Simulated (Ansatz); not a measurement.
TePb: energy above lowest point against volume scale

Free energy against uniform scaling of the volume at fixed shape and fractions; periodic cell, basis, potentials, k mesh and filling as listed. The results are calculated, by Ansatz 0.2.0.

The cell before it is scaled or strained (space group Fm-3m, No. 225):
```
CELL_PARAMETERS angstrom
0.00000 3.23100 3.23100
3.23100 0.00000 3.23100
3.23100 3.23100 0.00000
ATOMIC_POSITIONS crystal
Te 0.50000 0.50000 0.50000
Pb 0.00000 0.00000 0.00000
```

Settings of every row: functional PBEsol; dispersion none; potentials all-electron LAPW; k mesh 6x6x6; k shift 0x0x0; occupations fixed; smearing width 0 eV; spin none.

Limits: no spin-orbit coupling, which can matter with elements this heavy.

```csv
row,volume scale,V (Å³/atom),energy above lowest point (meV/atom)
1,0.94,31.706,13.7
2,0.97,32.718,2
3,1,33.73,0
4,1.03,34.741,6.2
5,1.06,35.753,?
```

Question: what energy above lowest point should row 5 give?

Worked fit of energy above lowest point. Take u = (V_r/V)^(2/3) − 1 with V_r = 33.224 Å³ an atom, which is twice the finite (Eulerian) strain; such expansions in the strain, on which the Birch-Murnaghan equation of state is built, carry the rest volume and the bulk modulus. The shown rows have u = 0.03167, 0.01028, -0.01003, -0.02933. Least squares give energy above lowest point = −0.11 + 97.7 × u + 10681 × u² meV/atom; a straight line predicts inner rows, each left out in turn, worse (root mean square 6.3 against 0.044 meV/atom). All shown rows lie on it to the printed digit. Its lowest point lies at u = -0.0046, or V = 33.45 Å³ an atom, and the curvature there gives the bulk modulus at fixed shape and fractions, B = (4/9)(1 + u)² E″(u)/V = 45.1 GPa. The withheld row has u = -0.04773, so the fit gives −0.11 + 97.7 × (-0.04773) + 10681 × (-0.04773)² = 19.6 meV/atom.

The calculation gave 19.5 meV/atom. The fit lies 0.1 meV/atom (0.51 % of the column's range) above it, one unit of the last digit. This row lies beyond the range of the fit.
